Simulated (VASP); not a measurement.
ZrN, 2 atoms in the cell. The structure is cubic, space group Fm-3m (No. 225). Conventional cell: a = 4.600 Å, b = 4.600 Å, c = 4.600 Å, α = 90.00°, β = 90.00°, γ = 90.00°. Zr (site symmetry m-3m) is surrounded by 6 N at 2.30 Å. Around N (site symmetry m-3m) lie 6 Zr at 2.30 Å. 

| Quantity | Value |
| --- | --- |
| Program | VASP 6.6.1 |
| Task | band structure |
| Functional | RPBE |
| Potentials or basis | VASP PAW PBE potentials, release 64 (Zr_sv, N) |
| Cutoff | 520 eV |
| k mesh | 10 × 10 × 10 |
| Occupations | fermi-dirac, width 0.05 eV |
| Spin | no spin polarisation |
| Further INCAR settings | ALGO = Normal; EDIFF = 1e-06; NBANDS = 16 |

Potentials or basis: VASP PAW PBE potentials, release 64 (Zr_sv, N).

Run with:

```bash
$ cat potpaw_PBE.64/Zr_sv/POTCAR potpaw_PBE.64/N/POTCAR > POTCAR
$ cp INCAR.step1 INCAR
$ cp KPOINTS.step1 KPOINTS
$ mpirun -np 1 vasp_std > vasp.out
$ cp INCAR.step2 INCAR
$ cp KPOINTS.step2 KPOINTS
$ mpirun -np 1 vasp_std > vasp.out
```

Hardware: 1 thread of Intel(R) Xeon(R) 6975P-C (Granite Rapids), with other jobs on the host.

**Question.** Estimate the wall time of this run.

**Answer.** Wall time 18 s on 1 thread of Intel(R) Xeon(R) 6975P-C (Granite Rapids), with other jobs on the host, peak memory 0.17 GiB. Counts: scf iterations 7, k points 150.
